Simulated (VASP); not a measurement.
# In (Pm-3m) in VASP: a series of runs, part 2 of 2

VASP 6.6.1.

## 4. Single point, RPBE

The input, INCAR:

```
  ALGO = Normal
  EDIFF = 1E-6
  ENCUT = 520
  GGA = RP
  ISIF = 2
  ISMEAR = -1
  LASPH = T
  LCHARG = F
  LREAL = F
  LWAVE = F
  NBANDS = 12
  NELM = 100
  PREC = Accurate
  SIGMA = 0.1
```

The input, KPOINTS:

```
k-points
0
Gamma
  11 11 11
```

The input, POSCAR:

```
In
1.0
    3.1424461251      0.0000000000      0.0000000000
    0.0000000000      3.1424461251      0.0000000000
    0.0000000000      0.0000000000      3.1424461251
In
1
Direct
    0.0000000000      0.0000000000      0.0000000000
```

Potentials or basis: VASP PAW PBE potentials, release 64 (In_d).

On the command line:

```bash
$ cat potpaw_PBE.64/In_d/POTCAR > POTCAR
$ mpirun -np 1 vasp_std > vasp.out
```

OUTCAR:

```text
EDIFF = 1E-6
   ENCUT = 520
   GGA = RP
   ISIF = 2
   ISMEAR = -1
   LASPH = T
   LREAL = F
   NELM = 100
   PREC = Accurate

 ion  position               nearest neighbor table
   1  0.000  0.000  0.000-

  LATTYP: Found a simple cubic cell.
 ALAT       =     3.1424461251

  Lattice vectors:

 A1 = (   3.1424461251,   0.0000000000,   0.0000000000)
 A2 = (   0.0000000000,   3.1424461251,   0.0000000000)
 A3 = (   0.0000000000,   0.0000000000,   3.1424461251)

Analysis of symmetry for initial positions (statically):
=====================================================================
 Subroutine PRICEL returns:
 Original cell was already a primitive cell.

 Routine SETGRP: Setting up the symmetry group for a
 simple cubic supercell.

 Subroutine GETGRP returns: Found 48 space group operations
 (whereof 48 operations were pure point group operations)
 out of a pool of 48 trial point group operations.

The static configuration has the point symmetry O_h .

Analysis of symmetry for dynamics (positions and initial velocities):
=====================================================================
 Subroutine PRICEL returns:
 Original cell was already a primitive cell.

 Routine SETGRP: Setting up the symmetry group for a
 simple cubic supercell.

 Subroutine GETGRP returns: Found 48 space group operations
 (whereof 48 operations were pure point group operations)
 out of a pool of 48 trial point group operations.

The dynamic configuration has the point symmetry O_h .

 Subroutine INISYM returns: Found 48 space group operations
 (whereof 48 operations are pure point group operations),
 and found     1 'primitive' translations

----------------------------------------------------------------------------------------

                                     Primitive cell

  volume of cell :      31.0316

  direct lattice vectors                    reciprocal lattice vectors
     3.142446125  0.000000000  0.000000000     0.318223435  0.000000000  0.000000000
     0.000000000  3.142446125  0.000000000     0.000000000  0.318223435  0.000000000
     0.000000000  0.000000000  3.142446125     0.000000000  0.000000000  0.318223435

  length of vectors
     3.142446125  3.142446125  3.142446125     0.318223435  0.318223435  0.318223435

  position of ions in fractional coordinates (direct lattice)
     0.000000000  0.000000000  0.000000000

  ion indices of the primitive-cell ions
   primitive index   ion index
                 1           1

----------------------------------------------------------------------------------------

 KPOINTS: k-points

Automatic generation of k-mesh.
 Grid dimensions read from file:
 generate k-points for:   11   11   11

 Generating k-lattice:

  Cartesian coordinates                     Fractional coordinates (reciprocal lattice)
     0.028929403  0.000000000  0.000000000     0.090909091  0.000000000  0.000000000
     0.000000000  0.028929403  0.000000000     0.000000000  0.090909091  0.000000000
     0.000000000  0.000000000  0.028929403     0.000000000  0.000000000  0.090909091

  Length of vectors
     0.028929403  0.028929403  0.028929403

  Shift w.r.t. Gamma in fractional coordinates (k-lattice)
     0.000000000  0.000000000  0.000000000

 Subroutine IBZKPT returns following result:
 ===========================================

 Found     56 irreducible k-points:

 Following reciprocal coordinates:
            Coordinates               Weight
  0.000000  0.000000  0.000000      1.000000
  0.090909  0.000000  0.000000      6.000000
  0.181818  0.000000  0.000000      6.000000
  0.272727  0.000000  0.000000      6.000000
  0.363636  0.000000  0.000000      6.000000
  0.454545  0.000000  0.000000      6.000000
[... 16 lines left out ...]
  0.181818  0.090909  0.090909     24.000000
  0.272727  0.090909  0.090909     24.000000
 [... further k-points ...]
   k-points           NKPTS =     56   k-points in BZ     NKDIM =     56   number of bands    NBANDS=     12
   number of dos      NEDOS =    301   number of ions     NIONS =      1
   total plane-waves  NPLWV =  13824
   dimension x,y,z NGX =    24 NGY =   24 NGZ =   24
   dimension x,y,z NGXF=    48 NGYF=   48 NGZF=   48
   ions per type =               1
   NGX,Y,Z   is equivalent  to a cutoff of  12.70, 12.70, 12.70 a.u.
   NGXF,Y,Z  is equivalent  to a cutoff of  25.39, 25.39, 25.39 a.u.
 SYSTEM =  unknown system
   PREC   = accura    normal or accurate (medium, high low for compatibility)
   ISTART =      0    job   : 0-new  1-cont  2-samecut
   ICHARG =      2    charge: 1-file 2-atom 10-const
   ISPIN  =      1    spin polarized calculation?
   LNONCOLLINEAR =      F non collinear calculations
   LSORBIT =      F    spin-orbit coupling
   LASPH  =      T    aspherical Exc in radial PAW
   ENCUT  =  520.0 eV  38.22 Ry    6.18 a.u.   5.84  5.84  5.84*2*pi/ulx,y,z
   NELM   =    100;   NELMIN=  2; NELMDL= -5     # of ELM steps
   EDIFF  = 0.1E-05   stopping-criterion for ELM
   LREAL  =      F    real-space projection
   EDIFFG = 0.1E-04   stopping-criterion for IOM
   NSW    =      0    number of steps for IOM
   IBRION =     -1    ionic relax: 0-MD 1-quasi-New 2-CG
   NFREE  =      0    steps in history (QN), initial steepest desc. (CG)
   ISIF   =      2    stress and relaxation
   ISYM   =      2    0-nonsym 1-usesym 2-fastsym
   POTIM  = 0.5000    time-step for ionic-motion
   TEBEG  =    0.0;   TEEND  =   0.0 temperature during run
   PSTRESS=    0.0 pullay stress
   NELECT =      13.0000    total number of electrons
   NUPDOWN=      -1.0000    fix difference up-down
   EMIN   =  10.00;   EMAX   =-10.00  energy-range for DOS
   EFERMI =   0.00;   METHOD = LEGACY
   ISMEAR =    -1;   SIGMA  =   0.10  broadening in eV -4-tet -1-fermi 0-gaus
   EFERMI_NEDOS =   21; number of points for ismear=-14 and -15
   IALGO  =     38    algorithm
   IMIX   =      4    mixing-type and parameters
     AMIX     =   0.40;   BMIX     =  1.00
     AMIX_MAG =   1.60;   BMIX_MAG =  1.00
  volume/ion in A,a.u.               =      31.03       209.41
  Fermi-wavevector in a.u.,A,eV,Ry     =   1.224959  2.314836 20.415865  1.500524
  Thomas-Fermi vector in A             =   2.360014
   LORBIT       =      0    0 simple, 1 ext, 2 COOP (PROOUT), +10 PAW based schemes
   GGA     = RP    functional components
   LHFCALC =     F    Hartree Fock is set to
   AEXX    =    0.0000 exact exchange contribution
   IVDW    =     0    specifies the selected vdW correction
   LEPSILON=     F    determine dielectric tensor
   LRPA    =     F    only Hartree local field effects (RPA)
 non-spin polarized calculation
  energy-cutoff  :      520.00
  volume of cell :       31.03
 maximum number of plane-waves:       851
 NGX is ok and might be reduce to    24
   NGX = 11   NGY = 11   NGZ = 11

 number of electron      13.0000008 magnetization

 Free energy of the ion-electron system (eV)
  ---------------------------------------------------
  ext. energy  EPLUGINS =         0.00000000
  ---------------------------------------------------
  free energy    TOTEN  =        -2.11095824 eV

  energy without entropy =       -2.09116061  energy(sigma->0) =       -2.10105943

 E-fermi :   5.7432     XC(G=0):  -9.2853

 val. band max:        5.7119035802   @ k =   0.3636   0.2727   0.0909
 cond. band min:       5.8087844092   @ k =   0.4545   0.4545   0.0909
 fundamental gap:      0.0968808290
 Fermi energy:         5.7432123061

 k-point     1 :       0.0000    0.0000    0.0000
  band No.  band energies     occupation
      1      -9.1552      2.00000
      2      -9.1552      2.00000
      3      -8.5903      2.00000
      4      -8.5903      2.00000
      5      -8.5903      2.00000
      6      -2.7843      2.00000
      7      12.6069      0.00000
      8      12.6069      0.00000
      9      12.6069      0.00000
     10      15.6357      0.00000
     11      15.6357      0.00000
     12      16.5630      0.00000
[... 331 lines left out ...]
 k-point    24 :       0.2727    0.0909    0.0909
  band No.  band energies     occupation
      1      -9.0849      2.00000
      2      -8.8957      2.00000
      3      -8.6954      2.00000
      4      -8.6919      2.00000
      5      -8.6073      2.00000
      6      -1.3502      2.00000
      7       6.7313      0.00010
      8      12.2474      0.00000
      9      12.4901      0.00000
     10      18.1649      0.00000
     11      18.3291      0.00000
     12      20.1372      0.00000

 [... further k-points ...]

------------------------ aborting loop because EDIFF is reached ----------------------------------------

  FORCE on cell =-STRESS in cart. coord.  units (eV):
  Direction    XX          YY          ZZ          XY          YZ          ZX
  --------------------------------------------------------------------------------------
  -------------------------------------------------------------------------------------
  Total        0.0273101      0.0273101      0.0273101      0.0000000      0.0000000      0.0000000
  in kB        1.4100367      1.4100367      1.4100367      0.0000000      0.0000000      0.0000000
  external PRESSURE =       1.4100367 kB  Pullay stress =       0.0000000 kB

 VOLUME and BASIS-vectors are now :
 -----------------------------------------------------------------------------
  energy-cutoff  :      520.00
  volume of cell :       31.03
      direct lattice vectors                 reciprocal lattice vectors
     3.142446125  0.000000000  0.000000000     0.318223435  0.000000000  0.000000000
     0.000000000  3.142446125  0.000000000     0.000000000  0.318223435  0.000000000
     0.000000000  0.000000000  3.142446125     0.000000000  0.000000000  0.318223435

 POSITION                                       TOTAL-FORCE (eV/Angst)
 -----------------------------------------------------------------------------------
      0.00000      0.00000      0.00000         0.000000      0.000000      0.000000
 -----------------------------------------------------------------------------------
    total drift:                                0.000000      0.000000     -0.000000

  FREE ENERGIE OF THE ION-ELECTRON SYSTEM (eV)
  ---------------------------------------------------
  free  energy   TOTEN  =        -2.1109582439 eV

  energy  without entropy=       -2.0911606092  energy(sigma->0) =       -2.10105943
```

stdout:

```text
POSCAR found type information on POSCAR In
 POSCAR found :  1 types and       1 ions
 scaLAPACK will be used
 -----------------------------------------------------------------------------
|                                                                             |
|                                                                             |
|     You enforced a specific xc type in the INCAR file but a different       |
|     I HOPE YOU KNOW WHAT YOU ARE DOING!                                     |
|                                                                             |
 -----------------------------------------------------------------------------

 LDA part: xc-table for (Slater+PW92), standard interpolation
 POSCAR, INCAR and KPOINTS ok, starting setup
 FFT: planning ... GRIDC
 FFT: planning ... GRID_SOFT
 FFT: planning ... GRID
 WAVECAR not read
 entering main loop
```

Wall time 8.2 s (1 thread of AMD EPYC 9R45 (Zen 5), shared host); peak memory 0.11 GiB.

What came out:

```
Free energy            : -2.1110 eV
Pressure               : 0.1 GPa
Band gap on the k mesh : none (metal or under the smearing width)
```

Caveat: the PAW data sets were made with another functional, which shifts forces and pressure a little.

## 5. Single point, RPBE

This run uses another cell than the first one, of 33.51 Å³/atom, 1.080 times its volume.

The input, INCAR:

```
PREC = Accurate
ENCUT = 520
EDIFF = 1E-7
ISMEAR = -1
SIGMA = 0.1
LREAL = False
LASPH = True
NELM = 80
ALGO = Fast
ISIF = 2
LWAVE = False
LCHARG = False
GGA = RP
NBANDS = 12
```

The input, KPOINTS:

```
Automatic mesh
0
Gamma
  11 11 11
```

The input, POSCAR:

```
In
1.0
    3.2241043726      0.0000000000      0.0000000000
    0.0000000000      3.2241043726      0.0000000000
    0.0000000000      0.0000000000      3.2241043726
In
1
Direct
    0.0000000000      0.0000000000      0.0000000000
```

On the command line:

```bash
$ cat potpaw_PBE.64/In_d/POTCAR > POTCAR
$ mpirun -np 1 vasp_std > vasp.out
```

Run time: 12 s. Hardware: 1 thread of AMD EPYC 9R45 (Zen 5), shared host; peak memory 0.11 GiB.

It converged, with:

- Free energy: -2.0999 eV
- Pressure: -1.5 GPa
- Band gap on the k mesh: none (metal or under the smearing width)

Levels at points of the mesh, in eV from the Fermi level:
| k point | band 2 | band 3 | band 4 | band 5 | band 6 | band 7 | band 8 | band 9 | band 10 | band 11 |
| --- | --- | --- | --- | --- | --- | --- | --- | --- | --- | --- |
| (0.00, 0.00, 0.00) | -14.83 | -14.37 | -14.37 | -14.37 | -8.14 | 6.47 | 6.47 | 6.47 | 9.44 | 9.44 |

Caveat: the PAW data sets were made with another functional, which shifts forces and pressure a little.

## 6. The runs side by side

| cell | k mesh | gap on the mesh (eV) | pressure (GPa) |
| --- | --- | --- | --- |
| Pm-3m, 31.03 Å³/atom | 16 × 16 × 16 | none | 0.0 |
| Pm-3m, 34.76 Å³/atom | 11 × 11 × 11 | none | -2.1 |
| Pm-3m, 31.03 Å³/atom | 11 × 11 × 11 | none | 0.1 |
| Pm-3m, 33.51 Å³/atom | 11 × 11 × 11 | none | -1.5 |

Alike in all rows: task single point; level RPBE; potentials or basis VASP PAW PBE potentials, release 64 (In_d); no spin polarisation; cutoff (eV) 520; smearing fermi-dirac 0.1 eV.

Every run on the cell as given and a fine mesh finds a metal.

Caveats: the PAW data sets were made with another functional, which shifts forces and pressure a little.

Total energies depend on the potentials used, so only differences within one code and one set of settings carry meaning.
